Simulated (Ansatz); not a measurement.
In doubt: masses and optical values from hybrid runs of this build are listed as unsure, which bears on the screening that GW takes from such a start.

Rows from a G0W0 calculation on NaSrI3 (cubic perovskite) (Pm-3m) (Ansatz 0.2.0; G0W0 on PBE0, plane waves, PAW; 2×2×2 mesh, 747 empty bands, screening to 120 eV), in eV. Spin-orbit coupling is left out.

The structure was built from a prototype and need not be the compound's stable phase.

```tsv
row	Σx	Σc	Vxc	Z
A	-2.40	-2.43	-4.99	0.87
B	-17.42	1.22	-15.41	0.82
C	-4.79	-3.22	-8.34	0.85
D	-17.54	1.26	-15.49	0.82
E	-1.93	-2.38	-4.54	0.87
F	-3.96	-3.00	-7.13	0.85
```

**Question.** Which rows are filled states and which are empty ones, and how can one tell?

Filled: B and D. Empty: A, C, E and F. The sign of Σc tells: for a filled state bare exchange, which holds its interaction with itself, lies below Vxc (Σx − Vxc is -2.0 eV or lower here) and screening gives part back as a positive Σc. For an empty state Σx lies above Vxc (+2.6 eV or more) and the Coulomb hole leaves Σc negative.

[Paths, hosts, dates, memory and timing lines, banners, echoed tables and standing remarks are left out of the program output.]

[Logs are printed without paths, hosts, clocks, repeated set-up lines and the standing remarks that a program may print on its own settings, such as how far it seeks lower states.]

[Runs of the session that timed out or met a known fault of the program may be left out.]

[Cells called generated may have been cut or substituted from an entry of the Crystallography Open Database or the Materials Project.]

[Hosts, paths, dates, database ids (printed as entryN), source tags and the programs' standing remarks are cut or masked in the printed files.]
